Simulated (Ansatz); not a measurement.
From the elastic tensor of ZnS to moduli and sound speeds

Level of theory: DFT PBE0, scalar-relativistic, plane waves, PAW in Ansatz 0.2.0. Cutoff 420 eV, 6×6×6 k-points (Γ-centred), fixed occupations. No spin polarisation.

It takes space group F-43m (No. 216, cubic). The conventional cell has a = 5.420 Å, b = 5.420 Å, c = 5.420 Å, α = 90.00°, β = 90.00°, γ = 90.00°. Around Zn (site symmetry -43m) lie 4 S at 2.35 Å. Around S (site symmetry -43m) lie 4 Zn at 2.35 Å.

The cell is the ideal cubic zincblende prototype.

Relaxed-ion constants (GPa, on the Cartesian axes of the calculation):
C11 = 104.6, C12 = 61.8, C13 = 61.8, C22 = 104.6, C23 = 61.8, C33 = 104.6, C44 = 48.4, C55 = 48.4, C66 = 48.4 GPa; the others vanish.

Density 4.065 g/cm³; 2 atoms in 39.81 Å³.

The values that follow are for a polycrystal of randomly turned grains, by Hill's mean where one number stands.

With S = C⁻¹: B_V = (C11+C22+C33+2(C12+C13+C23))/9, G_V = (C11+C22+C33−C12−C13−C23+3(C44+C55+C66))/15, 1/B_R = S11+S22+S33+2(S12+S13+S23), 15/G_R = 4(S11+S22+S33−S12−S13−S23)+3(S44+S55+S66); Hill is their mean. Then v_l = √((B+4G/3)/ρ), v_t = √(G/ρ), v_m = [(2/v_t³+1/v_l³)/3]^(−1/3) and Θ = (ħ/k_B)·v_m·(6π²n/V)^(1/3) for n atoms in the volume V; E = 9BG/(3B+G), ν = (3B−2G)/(2(3B+G)) and A^U = 5G_V/G_R + B_V/B_R − 6.

```
Bulk modulus, Voigt / Reuss / Hill          : 76.1 / 76.1 / 76.1 GPa
Shear modulus, Voigt / Reuss / Hill         : 37.6 / 32.2 / 34.9 GPa
Young's modulus                             : 91 GPa
Poisson ratio                               : 0.301
Pugh ratio B/G                              : 2.18
Universal anisotropy index                  : 0.85
Longitudinal and transverse sound speeds    : 5491 and 2930 m/s
Debye temperature from the mean sound speed : 360 K
```

Cost: 1 run of about 70 core-minutes, on Intel Xeon Platinum 8259CL (Skylake/Cascade Lake) (shared hosts).

The cubic crystal resists shear very unevenly. C44 is 48.4 GPa, well above the tetragonal shear stiffness, half the difference between C11 and C12, so Young's modulus is largest along the ⟨111⟩ bond directions and smallest along ⟨100⟩. This follows from the open tetrahedral network. A tetragonal shear leaves bond lengths unchanged to first order and is opposed mainly by bond-angle forces, which are weak in a partly ionic sp³ framework. The shear governed by C44 also stretches and compresses bonds, although the relative displacement of the Zn and S sublattices relieves part of that strain. The same anisotropy separates the Voigt and Reuss shear moduli, while the bulk modulus is unaffected because a cubic crystal strains isotropically under hydrostatic pressure.

The Pugh ratio of 2.18 would conventionally suggest ductility, yet ZnS commonly fractures in a brittle manner under ordinary illumination. The ratio compares only elastic stiffnesses, whereas plasticity in ZnS depends on dislocation mobility, which is sensitive to charge carriers excited by light.
